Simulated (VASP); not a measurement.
Input of a VASP 6.6.1 run:

The input POSCAR:

```
Ag
1.0
    2.7211918719      0.0000000000      0.0000000000
    0.0000000000      2.7211918719      0.0000000000
    0.0000000000      0.0000000000      2.7211918719
Ag
1
Direct
    0.0000000000      0.0000000000      0.0000000000
```

File INCAR.step1:

```
SYSTEM = Ag
PREC = Accurate ; ENCUT = 520
ISMEAR = 0 ; SIGMA = 0.1
LREAL = .False. ; LASPH = .True.
NELM = 100 ; NBANDS = 12
GGA = PE ; ALGO = Normal
EDIFF = 1E-4 ; LWAVE = .True.
LCHARG = .False.
```

INCAR.step2

```
SYSTEM = Ag
PREC = Accurate ; ENCUT = 520
EDIFF = 1E-6 ; ISMEAR = 0
SIGMA = 0.1 ; LREAL = .False.
LASPH = .True. ; NELM = 100
ALGO = Normal ; ISIF = 2
LWAVE = .False. ; LCHARG = .True.
METAGGA = R2SCAN ; LMIXTAU = .True.
LELF = .True. ; LVHAR = .True.
NBANDS = 12 ; ISTART = 1
```

KPOINTS

```
Automatic mesh
0
Gamma
  6 6 6
  0 0 0
```

Potentials or basis: VASP PAW PBE potentials, release 64 (Ag).

Command:

```sh
$ cat potpaw_PBE.64/Ag/POTCAR > POTCAR
$ cp INCAR.step1 INCAR
$ mpirun -np 1 vasp_std > vasp.out
$ cp INCAR.step2 INCAR
$ mpirun -np 1 vasp_std > vasp.out
```

(1) What does it give for the pressure?

(2) Predict the band gap on the k mesh.

Answers

(1) -0.2 GPa.

(2) none (metal or under the smearing width).

Caveat: the k mesh is coarse (spacing up to 0.38 Å⁻¹), so the values aren't converged; the PAW data sets were made with another functional, which shifts forces and pressure a little.
